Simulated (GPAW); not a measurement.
Crystal: ZrC.

```xyz
2
Lattice="0.0000 2.3650 2.3650 2.3650 0.0000 2.3650 2.3650 2.3650 0.0000" Properties=species:S:1:pos:R:3 pbc="T T T"
Zr    2.3650    2.3650    2.3650
C     0.0000    0.0000    0.0000
```

```yaml
Program: GPAW 26.7.0
Task: relaxation of cell and atoms
Functional: PBEsol
Dispersion: D3(BJ)
Potentials_or_basis: PAW data sets generated in the run's folder for this functional
Cutoff: 800 eV
Basis: pw
k_mesh: 10 × 10 × 10
Occupations: fermi-dirac, width 0.05 eV
Spin: no spin polarisation
```

At the start: pressure -14.1 GPa; volume 13.23 Å³/atom.

**Question.** How do energy, volume and symmetry change on relaxing?

**Answer.** Over 4 steps the energy falls by 37.8 meV/atom and the volume is 12.40 Å³/atom (-6.3 %); space group Fm-3m (No. 225, to 0.05 Å).

The path:
```tsv
step	energy change (eV)	largest force (eV/Å)	pressure (GPa)	volume (Å³)
1	0.0000	0.0000	-14.12	26.46
2	-0.0469	0.0000	-9.14	25.80
3	-0.0754	0.0000	0.69	24.72
4	-0.0756	0.0000	-0.03	24.79
```

Final structure:
```
CELL_PARAMETERS angstrom
0.00000 2.31442 2.31442
2.31442 0.00000 2.31442
2.31442 2.31442 0.00000
ATOMIC_POSITIONS crystal
Zr 0.50000 0.50000 0.50000
C 0.00000 0.00000 0.00000
```

Caveat: later steps reuse the first step's grids; pairwise dispersion overbinds metals, which lowers pressure and volume.
